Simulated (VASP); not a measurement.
A run of VASP 6.6.1 is set up as follows.

The input INCAR:

```
SYSTEM = TlBr
PREC     = Accurate       ! precision mode
ENCUT    = 520            ! plane-wave cutoff, eV
EDIFF    = 1E-6           ! SCF threshold, eV
ISMEAR   = -1             ! smearing method
SIGMA    = 0.1            ! smearing width, eV
LREAL    = .FALSE.        ! projectors in reciprocal space
LASPH    = .TRUE.         ! aspherical terms in the spheres
NELM     = 100            ! most SCF steps
ALGO     = Normal         ! electronic algorithm
ISIF     = 2              ! what is computed and relaxed
LWAVE    = .FALSE.        ! write WAVECAR
LCHARG   = .TRUE.         ! write CHGCAR
GGA      = PE             ! functional
LELF     = .TRUE.         ! ELF
LVHAR    = .TRUE.       
NBANDS   = 17             ! bands
```

File KPOINTS:

```
Automatic mesh
0
G
  5 5 5
  0 0 0
```

File POSCAR:

```
TlBr
1.0
    4.0523919211      0.0000000000      0.0000000000
    0.0000000000      4.0523919211      0.0000000000
    0.0000000000      0.0000000000      4.0523919211
Tl Br
1 1
Direct
    0.0000000000      0.0000000000      0.0000000000
    0.5000000000      0.5000000000      0.5000000000
```

Potentials or basis: VASP PAW PBE potentials, release 64 (Tl_d, Br).

Command:

```console
$ cat potpaw_PBE.64/Tl_d/POTCAR potpaw_PBE.64/Br/POTCAR > POTCAR
$ mpirun -np 1 vasp_std > vasp.out
```

**Question.** Predict the pressure.

**Answer.** 0.0 GPa.

**Question.** Estimate the band gap on the k mesh.

**Answer.** 2.64 eV, indirect (least direct gap 2.68 eV).

Caveat: spin-orbit coupling is left out, which as a rule narrows the gap of such compounds by several tenths of an eV; an odd mesh through Γ misses points on the zone boundary, where band edges often lie.
